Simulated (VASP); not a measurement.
# Si (Fd-3m) in VASP: notebook, part 2 of 2

VASP 6.6.1.

### Step 3. Electrostatic potential, PBEsol

This run uses another cell than the first one, of 20.08 Å³/atom, 0.998 times its volume.

Contents of INCAR:

```
PREC = Accurate
ENCUT = 520
EDIFF = 1E-6
ISMEAR = 0
SIGMA = 0.02
LREAL = F
LASPH = T
NELM = 100
ALGO = Normal
ISIF = 2
LWAVE = F
LCHARG = T
GGA = PS
LVHAR = T
```

Contents of KPOINTS:

```
Automatic mesh
0
Gamma
  10 10 10
```

Contents of POSCAR:

```
Si                                      
1.0
    0.0000000000      2.7178491834      2.7178491834
    2.7178491834      0.0000000000      2.7178491834
    2.7178491834      2.7178491834      0.0000000000
  Si            
     2
Direct
     0.0000000000000000    0.0000000000000000    0.0000000000000000
     0.2500000000000000    0.2500000000000000    0.2500000000000000
```

Potentials or basis: VASP PAW PBE potentials, release 64 (Si).

Run with:

```
$ cat potpaw_PBE.64/Si/POTCAR > POTCAR
$ mpirun -np 1 vasp_std > vasp.out
```

OUTCAR:

```text
PREC = Accurate
   ENCUT = 520
   EDIFF = 1E-6
   ISMEAR = 0
   LREAL = F
   LASPH = T
   NELM = 100
   ISIF = 2
   GGA = PS

 ion  position               nearest neighbor table
   1  0.000  0.000  0.000-   2 2.35   2 2.35   2 2.35   2 2.35
   2  0.250  0.250  0.250-   1 2.35   1 2.35   1 2.35   1 2.35

  LATTYP: Found a face centered cubic cell.
 ALAT       =     5.4356983668

  Lattice vectors:

 A1 = (   0.0000000000,   2.7178491834,   2.7178491834)
 A2 = (   2.7178491834,   0.0000000000,   2.7178491834)
 A3 = (   2.7178491834,   2.7178491834,   0.0000000000)

Analysis of symmetry for initial positions (statically):
=====================================================================
 Subroutine PRICEL returns:
 Original cell was already a primitive cell.

 Routine SETGRP: Setting up the symmetry group for a
 face centered cubic supercell.

 Subroutine GETGRP returns: Found 48 space group operations
 (whereof 24 operations were pure point group operations)
 out of a pool of 48 trial point group operations.

The static configuration has the point symmetry T_d .
 The point group associated with its full space group is O_h .

Analysis of symmetry for dynamics (positions and initial velocities):
=====================================================================
 Subroutine PRICEL returns:
 Original cell was already a primitive cell.

 Routine SETGRP: Setting up the symmetry group for a
 face centered cubic supercell.

 Subroutine GETGRP returns: Found 48 space group operations
 (whereof 24 operations were pure point group operations)
 out of a pool of 48 trial point group operations.

The dynamic configuration has the point symmetry T_d .
 The point group associated with its full space group is O_h .

 Subroutine INISYM returns: Found 48 space group operations
 (whereof 24 operations are pure point group operations),
 and found     1 'primitive' translations

----------------------------------------------------------------------------------------

                                     Primitive cell

  volume of cell :      40.1519

  direct lattice vectors                    reciprocal lattice vectors
     0.000000000  2.717849183  2.717849183    -0.183969001  0.183969001  0.183969001
     2.717849183  0.000000000  2.717849183     0.183969001 -0.183969001  0.183969001
     2.717849183  2.717849183  0.000000000     0.183969001  0.183969001 -0.183969001

  length of vectors
     3.843619176  3.843619176  3.843619176     0.318643657  0.318643657  0.318643657

  position of ions in fractional coordinates (direct lattice)
     0.000000000  0.000000000  0.000000000
     0.250000000  0.250000000  0.250000000

  ion indices of the primitive-cell ions
   primitive index   ion index
                 1           1
                 2           2

----------------------------------------------------------------------------------------

 KPOINTS: Automatic mesh

Automatic generation of k-mesh.
 Grid dimensions read from file:
 generate k-points for:   10   10   10

 Generating k-lattice:

  Cartesian coordinates                     Fractional coordinates (reciprocal lattice)
    -0.018396900  0.018396900  0.018396900     0.100000000  0.000000000  0.000000000
     0.018396900 -0.018396900  0.018396900     0.000000000  0.100000000  0.000000000
     0.018396900  0.018396900 -0.018396900     0.000000000  0.000000000  0.100000000

  Length of vectors
     0.031864366  0.031864366  0.031864366

  Shift w.r.t. Gamma in fractional coordinates (k-lattice)
     0.000000000  0.000000000  0.000000000

 Subroutine IBZKPT returns following result:
 ===========================================

 Found     47 irreducible k-points:

 Following reciprocal coordinates:
            Coordinates               Weight
  0.000000  0.000000  0.000000      1.000000
  0.100000  0.000000  0.000000      8.000000
  0.200000  0.000000  0.000000      8.000000
  0.300000  0.000000  0.000000      8.000000
  0.400000  0.000000  0.000000      8.000000
  0.500000  0.000000  0.000000      4.000000
[... 16 lines left out ...]
  0.300000  0.300000  0.000000      6.000000
  0.400000  0.300000  0.000000     24.000000
 [... further k-points ...]
   k-points           NKPTS =     47   k-points in BZ     NKDIM =     47   number of bands    NBANDS=      8
   number of dos      NEDOS =    301   number of ions     NIONS =      2
   total plane-waves  NPLWV =  27000
   dimension x,y,z NGX =    30 NGY =   30 NGZ =   30
   dimension x,y,z NGXF=    60 NGYF=   60 NGZF=   60
   ions per type =               2
   NGX,Y,Z   is equivalent  to a cutoff of  12.98, 12.98, 12.98 a.u.
   NGXF,Y,Z  is equivalent  to a cutoff of  25.95, 25.95, 25.95 a.u.
 SYSTEM =  unknown system
   PREC   = accura    normal or accurate (medium, high low for compatibility)
   ISTART =      0    job   : 0-new  1-cont  2-samecut
   ICHARG =      2    charge: 1-file 2-atom 10-const
   ISPIN  =      1    spin polarized calculation?
   LNONCOLLINEAR =      F non collinear calculations
   LSORBIT =      F    spin-orbit coupling
   LASPH  =      T    aspherical Exc in radial PAW
   ENCUT  =  520.0 eV  38.22 Ry    6.18 a.u.   7.15  7.15  7.15*2*pi/ulx,y,z
   NELM   =    100;   NELMIN=  2; NELMDL= -5     # of ELM steps
   EDIFF  = 0.1E-05   stopping-criterion for ELM
   LREAL  =      F    real-space projection
   EDIFFG = 0.1E-04   stopping-criterion for IOM
   NSW    =      0    number of steps for IOM
   IBRION =     -1    ionic relax: 0-MD 1-quasi-New 2-CG
   NFREE  =      0    steps in history (QN), initial steepest desc. (CG)
   ISIF   =      2    stress and relaxation
   ISYM   =      2    0-nonsym 1-usesym 2-fastsym
   POTIM  = 0.5000    time-step for ionic-motion
   TEBEG  =    0.0;   TEEND  =   0.0 temperature during run
   PSTRESS=    0.0 pullay stress
   NELECT =       8.0000    total number of electrons
   NUPDOWN=      -1.0000    fix difference up-down
   EMIN   =  10.00;   EMAX   =-10.00  energy-range for DOS
   EFERMI =   0.00;   METHOD = LEGACY
   ISMEAR =     0;   SIGMA  =   0.02  broadening in eV -4-tet -1-fermi 0-gaus
   EFERMI_NEDOS =   21; number of points for ismear=-14 and -15
   IALGO  =     38    algorithm
   IMIX   =      4    mixing-type and parameters
     AMIX     =   0.40;   BMIX     =  1.00
     AMIX_MAG =   1.60;   BMIX_MAG =  1.00
  volume/ion in A,a.u.               =      20.08       135.48
  Fermi-wavevector in a.u.,A,eV,Ry     =   0.956172  1.806904 12.439336  0.914265
  Thomas-Fermi vector in A             =   2.085076
   LORBIT       =      0    0 simple, 1 ext, 2 COOP (PROOUT), +10 PAW based schemes
   GGA     = PS    functional components
   LHFCALC =     F    Hartree Fock is set to
   AEXX    =    0.0000 exact exchange contribution
   IVDW    =     0    specifies the selected vdW correction
   LEPSILON=     F    determine dielectric tensor
   LRPA    =     F    only Hartree local field effects (RPA)
 non-spin polarized calculation
 Gauss-broadening in eV      SIGMA  =   0.02
  energy-cutoff  :      520.00
  volume of cell :       40.15
 maximum number of plane-waves:      1106
 NGX is ok and might be reduce to    30
   NGX = 15   NGY = 15   NGZ = 15

 number of electron       8.0000001 magnetization

 Free energy of the ion-electron system (eV)
  ---------------------------------------------------
  ext. energy  EPLUGINS =         0.00000000
  ---------------------------------------------------
  free energy    TOTEN  =       -11.49260599 eV

  energy without entropy =      -11.49260599  energy(sigma->0) =      -11.49260599

 E-fermi :   5.8486     XC(G=0):  -9.5431

 val. band max:        5.7621475755   @ k =   0.0000   0.0000   0.0000
 cond. band min:       6.2334343075   @ k =   0.4000   0.4000   0.0000
 fundamental gap:      0.4712867320
 Fermi energy:         5.8486449334

 k-point     1 :       0.0000    0.0000    0.0000
  band No.  band energies     occupation
      1      -6.2092      2.00000
      2       5.7621      2.00000
      3       5.7621      2.00000
      4       5.7621      2.00000
      5       8.2784      0.00000
      6       8.2784      0.00000
      7       8.2784      0.00000
      8       9.0549      0.00000
[... 243 lines left out ...]
 k-point    24 :       0.4000    0.3000    0.0000
  band No.  band energies     occupation
      1      -4.0433      2.00000
      2       0.3390      2.00000
      3       2.8795      2.00000
      4       3.3136      2.00000
      5       6.7114      0.00000
      6       7.8984      0.00000
      7      12.6606      0.00000
      8      12.7817      0.00000

 [... further k-points ...]

------------------------ aborting loop because EDIFF is reached ----------------------------------------

  FORCE on cell =-STRESS in cart. coord.  units (eV):
  Direction    XX          YY          ZZ          XY          YZ          ZX
  --------------------------------------------------------------------------------------
  -------------------------------------------------------------------------------------
  Total        0.0007839      0.0007839      0.0007839      0.0000000      0.0000000      0.0000000
  in kB        0.0312783      0.0312783      0.0312783      0.0000000      0.0000000      0.0000000
  external PRESSURE =       0.0312783 kB  Pullay stress =       0.0000000 kB

 VOLUME and BASIS-vectors are now :
 -----------------------------------------------------------------------------
  energy-cutoff  :      520.00
  volume of cell :       40.15
      direct lattice vectors                 reciprocal lattice vectors
     0.000000000  2.717849183  2.717849183    -0.183969001  0.183969001  0.183969001
     2.717849183  0.000000000  2.717849183     0.183969001 -0.183969001  0.183969001
     2.717849183  2.717849183  0.000000000     0.183969001  0.183969001 -0.183969001

 POSITION                                       TOTAL-FORCE (eV/Angst)
 -----------------------------------------------------------------------------------
      0.00000      0.00000      0.00000        -0.000000     -0.000000     -0.000000
      1.35892      1.35892      1.35892         0.000000      0.000000      0.000000
 -----------------------------------------------------------------------------------
    total drift:                               -0.000000     -0.000000     -0.000000

  FREE ENERGIE OF THE ION-ELECTRON SYSTEM (eV)
  ---------------------------------------------------
  free  energy   TOTEN  =       -11.4926059906 eV

  energy  without entropy=      -11.4926059906  energy(sigma->0) =      -11.49260599
```

OSZICAR:

```text
N       E                     dE             d eps       ncg     rms          rms(c)
DAV:   1     0.719552430325E+01    0.71955E+01   -0.33719E+03   752   0.783E+02
DAV:   2    -0.114642120051E+02   -0.18660E+02   -0.18026E+02  1136   0.813E+01
DAV:   3    -0.117130612746E+02   -0.24885E+00   -0.24885E+00   928   0.123E+01
DAV:   4    -0.117143268071E+02   -0.12655E-02   -0.12655E-02  1248   0.974E-01
DAV:   5    -0.117143275761E+02   -0.76900E-06   -0.76899E-06   928   0.208E-02    0.495E+00
DAV:   6    -0.115616246220E+02    0.15270E+00   -0.96814E-02   928   0.158E+00    0.297E+00
DAV:   7    -0.114920913267E+02    0.69533E-01   -0.16933E-01   912   0.217E+00    0.188E-01
DAV:   8    -0.114925438718E+02   -0.45255E-03   -0.43659E-03   904   0.505E-01    0.723E-02
DAV:   9    -0.114925953140E+02   -0.51442E-04   -0.78193E-05  1216   0.740E-02    0.512E-02
DAV:  10    -0.114926062768E+02   -0.10963E-04   -0.11404E-05   952   0.248E-02    0.106E-02
DAV:  11    -0.114926059906E+02    0.28624E-06   -0.21082E-07   664   0.325E-03
   1 F= -.11492606E+02 E0= -.11492606E+02  d E =-.254872E-12
```

stdout:

```text
POSCAR found type information on POSCAR Si
 POSCAR found :  1 types and       2 ions
 scaLAPACK will be used
 -----------------------------------------------------------------------------
|                                                                             |
|                                                                             |
|     You enforced a specific xc type in the INCAR file but a different       |
|     I HOPE YOU KNOW WHAT YOU ARE DOING!                                     |
|                                                                             |
 -----------------------------------------------------------------------------

 LDA part: xc-table for (Slater+PW92), standard interpolation
 POSCAR, INCAR and KPOINTS ok, starting setup
 FFT: planning ... GRIDC
 FFT: planning ... GRID_SOFT
 FFT: planning ... GRID
 WAVECAR not read
 entering main loop
```

It took 12 s on 1 thread of AMD EPYC 7R13 (Zen 3), shared host; peak memory 0.13 GiB.

Results:

* Free energy: -11.4926 eV
* Pressure: 0.0 GPa
* Band gap on the k mesh: 0.47 eV, indirect (least direct gap 2.52 eV)

Caveat: the PAW data sets were made with another functional, which shifts forces and pressure a little.
